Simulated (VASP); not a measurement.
# BeS (F-43m) in VASP: dielectric tensor with PBE

Aim: the dielectric tensor of BeS with PBE.

Everything below comes from runs of VASP 6.6.1. Logs are shortened: lines on timing, memory, paths and dates and some standing lists are left out, and cuts for length are marked.

### 1 Starting point

It takes space group F-43m (No. 216, cubic). Conventional cell: a = 4.869 Å, b = 4.869 Å, c = 4.869 Å, α = 90.00°, β = 90.00°, γ = 90.00°. Be (site symmetry -43m) is surrounded by 4 S at 2.11 Å. S (site symmetry -43m) has 4 Be at 2.11 Å as nearest neighbours.

### 2 Dielectric tensor, PBE

Contents of INCAR:

```
SYSTEM = BeS
PREC = Accurate ; ENCUT = 520
EDIFF = 1E-8 ; ISMEAR = 0
SIGMA = 0.01 ; LREAL = .False.
LASPH = .True. ; NELM = 80
ALGO = Normal ; ISIF = 2
LWAVE = .False. ; LCHARG = .False.
GGA = PE ; LEPSILON = .True.
```

Contents of KPOINTS:

```
Automatic mesh
0
Gamma
  8 8 8
  0 0 0
```

Contents of POSCAR:

```
BeS
1.0
    0.0000000000      2.4343066371      2.4343066371
    2.4343066371      0.0000000000      2.4343066371
    2.4343066371      2.4343066371      0.0000000000
Be S
1 1
Direct
    0.0000000000      0.0000000000      0.0000000000
    0.2500000000      0.2500000000      0.2500000000
```

Potentials or basis: VASP PAW PBE potentials, release 64 (Be, S).

Launch:

```console
> cat potpaw_PBE.64/Be/POTCAR potpaw_PBE.64/S/POTCAR > POTCAR
> mpirun -np 1 vasp_std > vasp.out
```

OUTCAR:

```text
SYSTEM = BeS
   PREC = Accurate
   ENCUT = 520
   EDIFF = 1E-8
   ISMEAR = 0
   LREAL = .False.
   LASPH = .True.
   NELM = 80
   ISIF = 2
   GGA = PE
   LEPSILON = .True.

 ion  position               nearest neighbor table
   1  0.000  0.000  0.000-   2 2.11   2 2.11   2 2.11   2 2.11
   2  0.250  0.250  0.250-   1 2.11   1 2.11   1 2.11   1 2.11

  LATTYP: Found a face centered cubic cell.
 ALAT       =     4.8686132742

  Lattice vectors:

 A1 = (   0.0000000000,   2.4343066371,   2.4343066371)
 A2 = (   2.4343066371,   0.0000000000,   2.4343066371)
 A3 = (   2.4343066371,   2.4343066371,   0.0000000000)

Analysis of symmetry for initial positions (statically):
=====================================================================
 Subroutine PRICEL returns:
 Original cell was already a primitive cell.

 Routine SETGRP: Setting up the symmetry group for a
 face centered cubic supercell.

 Subroutine GETGRP returns: Found 24 space group operations
 (whereof 24 operations were pure point group operations)
 out of a pool of 48 trial point group operations.

The static configuration has the point symmetry T_d .

Analysis of symmetry for dynamics (positions and initial velocities):
=====================================================================
 Subroutine PRICEL returns:
 Original cell was already a primitive cell.

 Routine SETGRP: Setting up the symmetry group for a
 face centered cubic supercell.

 Subroutine GETGRP returns: Found 24 space group operations
 (whereof 24 operations were pure point group operations)
 out of a pool of 48 trial point group operations.

The dynamic configuration has the point symmetry T_d .

 Subroutine INISYM returns: Found 24 space group operations
 (whereof 24 operations are pure point group operations),
 and found     1 'primitive' translations

----------------------------------------------------------------------------------------

                                     Primitive cell

  volume of cell :      28.8507

  direct lattice vectors                    reciprocal lattice vectors
     0.000000000  2.434306637  2.434306637    -0.205397296  0.205397296  0.205397296
     2.434306637  0.000000000  2.434306637     0.205397296 -0.205397296  0.205397296
     2.434306637  2.434306637  0.000000000     0.205397296  0.205397296 -0.205397296

  length of vectors
     3.442629461  3.442629461  3.442629461     0.355758552  0.355758552  0.355758552

  position of ions in fractional coordinates (direct lattice)
     0.000000000  0.000000000  0.000000000
     0.250000000  0.250000000  0.250000000

  ion indices of the primitive-cell ions
   primitive index   ion index
                 1           1
                 2           2

----------------------------------------------------------------------------------------

 KPOINTS: Automatic mesh

Automatic generation of k-mesh.
 Grid dimensions read from file:
 generate k-points for:    8    8    8

 Generating k-lattice:

  Cartesian coordinates                     Fractional coordinates (reciprocal lattice)
    -0.025674662  0.025674662  0.025674662     0.125000000  0.000000000  0.000000000
     0.025674662 -0.025674662  0.025674662     0.000000000  0.125000000  0.000000000
     0.025674662  0.025674662 -0.025674662     0.000000000  0.000000000  0.125000000

  Length of vectors
     0.044469819  0.044469819  0.044469819

  Shift w.r.t. Gamma in fractional coordinates (k-lattice)
     0.000000000  0.000000000  0.000000000

 Subroutine IBZKPT returns following result:
 ===========================================
[... 74 lines left out ...]
   LHFCALC =     F    Hartree Fock is set to
   AEXX    =    0.0000 exact exchange contribution
   IVDW    =     0    specifies the selected vdW correction
   LEPSILON=     T    determine dielectric tensor
   LRPA    =     F    only Hartree local field effects (RPA)
 non-spin polarized calculation
 Gauss-broadening in eV      SIGMA  =   0.01
  energy-cutoff  :      520.00
  volume of cell :       28.85
 maximum number of plane-waves:       791
 NGX is ok and might be reduce to    28
   NGX = 13   NGY = 13   NGZ = 13

--------------------------------------- Ionic step        1  -------------------------------------------

 number of electron       7.9999999 magnetization

 E-fermi :   4.1001     XC(G=0):  -9.6832

 val. band max:        4.0567604439   @ k =   0.0000   0.0000   0.0000
 cond. band min:       7.1930569340   @ k =   0.5000   0.5000   0.0000
 fundamental gap:      3.1362964902
 Fermi energy:         4.1000662744

 k-point     1 :       0.0000    0.0000    0.0000
  band No.  band energies     occupation
      1      -9.5593      2.00000
      2       4.0568      2.00000
      3       4.0568      2.00000
      4       4.0568      2.00000
      5       9.7309      0.00000
      6       9.7309      0.00000
      7       9.7309      0.00000
      8       9.8457      0.00000
[... 243 lines left out ...]
 k-point    24 :      -0.3750    0.2500    0.1250
  band No.  band energies     occupation
      1      -7.7103      2.00000
      2      -1.1291      2.00000
      3       1.3174      2.00000
      4       2.2485      2.00000
      5      10.1615      0.00000
      6      10.6187      0.00000
      7      13.1414      0.00000
      8      14.5229      0.00000

 [... further k-points ...]

  FORCE on cell =-STRESS in cart. coord.  units (eV):
  Direction    XX          YY          ZZ          XY          YZ          ZX
  --------------------------------------------------------------------------------------
  -------------------------------------------------------------------------------------
  Total        0.0799874      0.0799874      0.0799874      0.0000000     -0.0000000     -0.0000000
  in kB        4.4419787      4.4419787      4.4419787      0.0000000     -0.0000000     -0.0000000
  external PRESSURE =       4.4419787 kB  Pullay stress =       0.0000000 kB

 VOLUME and BASIS-vectors are now :
 -----------------------------------------------------------------------------
  energy-cutoff  :      520.00
  volume of cell :       28.85
      direct lattice vectors                 reciprocal lattice vectors
     0.000000000  2.434306637  2.434306637    -0.205397296  0.205397296  0.205397296
     2.434306637  0.000000000  2.434306637     0.205397296 -0.205397296  0.205397296
     2.434306637  2.434306637  0.000000000     0.205397296  0.205397296 -0.205397296

 POSITION                                       TOTAL-FORCE (eV/Angst)
 -----------------------------------------------------------------------------------
      0.00000      0.00000      0.00000         0.000000      0.000000      0.000000
      1.21715      1.21715      1.21715        -0.000000     -0.000000     -0.000000
 -----------------------------------------------------------------------------------
    total drift:                               -0.000000     -0.000000      0.000000

  FREE ENERGIE OF THE ION-ELECTRON SYSTEM (eV)
  ---------------------------------------------------
  free  energy   TOTEN  =       -10.0131208094 eV

  energy  without entropy=      -10.0131208093  energy(sigma->0) =      -10.01312081

 HEAD OF MICROSCOPIC STATIC DIELECTRIC TENSOR (INDEPENDENT PARTICLE, excluding Hartree and local field effects)
 ------------------------------------------------------
           5.760360     0.000000     0.000000
           0.000000     5.760360     0.000000
          -0.000000     0.000000     5.760360
 ------------------------------------------------------

 Free energy of the ion-electron system (eV)
  ---------------------------------------------------
  ---------------------------------------------------
  free energy    TOTEN  =        -0.37810906 eV

  energy without entropy =       -0.37810906

------------------------ aborting loop because EDIFF is reached ----------------------------------------

--------------------------------------- Ionic step        2  -------------------------------------------

------------------------ aborting loop because EDIFF is reached ----------------------------------------

--------------------------------------- Ionic step        3  -------------------------------------------

 Free energy of the ion-electron system (eV)
  ---------------------------------------------------
  ---------------------------------------------------
  free energy    TOTEN  =        -0.37810886 eV

  energy without entropy =       -0.37810886

------------------------ aborting loop because EDIFF is reached ----------------------------------------

 PIEZOELECTRIC TENSOR FIELD DIRECTION 3  (e Angst)
 -----------------------------------------------------------------------------
    -0.00056 -1.15963  0.00000           (  0.00000  0.03554  0.00000)
    -1.15963 -0.00056  0.00000           (  0.03554  0.00000  0.00000)
     0.00000  0.00000 -0.00011           (  0.00000  0.00000  0.00000)

 PIEZOELECTRIC TENSOR FIELD DIRECTION 3  (C/m^2)
 -----------------------------------------------------------------------------
    -0.00031 -0.64398  0.00000
    -0.64398 -0.00031  0.00000
     0.00000  0.00000 -0.00006

 MACROSCOPIC STATIC DIELECTRIC TENSOR (including local field effects in DFT)
 ------------------------------------------------------
           5.292341     0.000000    -0.000000
           0.000000     5.292341     0.000000
           0.000000     0.000000     5.292341
 ------------------------------------------------------

 PIEZOELECTRIC TENSOR (including local field effects)  for field in x, y, z        (e  Angst)
          XX          YY          ZZ          XY          YZ          ZX
  --------------------------------------------------------------------------------
  x     0.00000    -0.00000    -0.00000     0.00000    -1.16145     0.00000
  y     0.00000     0.00000     0.00000     0.00000     0.00000    -1.16145
  z     0.00000    -0.00000     0.00000    -1.16145     0.00000     0.00000

 PIEZOELECTRIC TENSOR (including local field effects)  for field in x, y, z        (C/m^2)
          XX          YY          ZZ          XY          YZ          ZX
  --------------------------------------------------------------------------------
  x     0.00000    -0.00000    -0.00000     0.00000    -0.64499     0.00000
  y     0.00000     0.00000     0.00000     0.00000     0.00000    -0.64499
  z     0.00000    -0.00000     0.00000    -0.64499     0.00000     0.00000

 BORN EFFECTIVE CHARGES (including local field effects) (in |e|, cummulative output)
 ---------------------------------------------------------------------------------
 ion    1
    1     1.62550    -0.00000     0.00000
    2    -0.00000     1.62550    -0.00000
    3     0.00000    -0.00000     1.62550
 ion    2
    1    -1.62550     0.00000    -0.00000
    2     0.00000    -1.62550     0.00000
    3    -0.00000     0.00000    -1.62550
```

It took 61 s on 1 thread of Intel Xeon 6975P-C (Granite Rapids), shared host; peak memory 0.2 GiB.

What came out:

```yaml
Band_gap_on_the_k_mesh: 3.14 eV, indirect (least direct gap 5.67 eV)
Electronic_dielectric_tensor_diagonal: 5.29
Born_charges_mean_of_the_diagonal: Be +1.63; S -1.63 e
```

Electronic dielectric tensor:
```
5.29 0.00 0.00
0.00 5.29 0.00
0.00 0.00 5.29
```

Born effective charge tensors (e):
atom 1, Be
```
1.63 0.00 0.00
0.00 1.63 0.00
0.00 0.00 1.63
```
atom 2, S
```
-1.63  0.00  0.00
 0.00 -1.63  0.00
 0.00  0.00 -1.63
```

A k mesh can miss the band edges.
